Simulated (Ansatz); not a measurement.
# Cs: one input, then a changed one

The cell is a measured one (Crystallography Open Database entry 9011010); the temperature and pressure of the measurement aren't taken into account, and nothing was relaxed. The listed cell was then made from it by scaling, straining or moving an atom.

First run: DFT, PBE, all-electron PAW with datasets made for the crystal, scalar-relativistic (Ansatz 0.2.0).

Command: `ansatz run input.yaml --threads 1 --pin off --max-ram 2048MiB --backend cpu --events-out ev --progress --plain --runs-dir out` The run took 3.6 s on 1 thread of Intel(R) Xeon(R) 6975P-C (Granite Rapids) (shared host), peak memory 0.41 GiB.

```yaml
crystal:
  lattice:
    - [-2.931825, 3.0225, 3.0225]
    - [3.0225, -2.931825, 3.0225]
    - [3.0225, 3.0225, -2.931825]
  atoms:
    - { symbol: Cs, position: [0.0, 0.0, 0.0] }
kpoints:
  mp_grid: { grid: [9, 9, 9] }
scf:
  occupations: { method: fermi_dirac, width: 0.05 }
hamiltonian:
  xc: pbe
  pseudopotentials: { kind: all_electron, datasets: crystal }
output:
  forces: true
  stress: true
  eigenvalues: true
  efg: { contact_densities: true }
```

Result: converged; pressure 0.12 GPa; 8 SCF iterations.

Spin–orbit coupling is left out, though it moves levels of the heavy atoms by tenths of an eV or more.

A second run of a changed input logged this at its end:

```
Error: inconsistent input (scf.occupations.method, magnetization): a σ = 0 step fill (method: fixed, or a smearing width below the step floor) cannot realise an odd electron count (9) without a locked total moment — the per-k integer fill puts the same N_el/2 bands in each spin channel; set magnetization.spin_polarized: true with magnetization.spin_locking.lock_magnetization: hard and an odd magnetization.initial_magnetization (the unpaired electron then fills one channel), or use a smearing method with a finite width, such as fermi_dirac
```

What was wrong with the input?

Fixed occupations whatever the gap, by this change (others could give a like log):
```diff
@@ -9,5 +9,6 @@
   mp_grid: { grid: [9, 9, 9] }
 scf:
-  occupations: { method: fermi_dirac, width: 0.05 }
+  occupations: { method: fixed }
+  max_iter: 100
 hamiltonian:
   xc: pbe
```
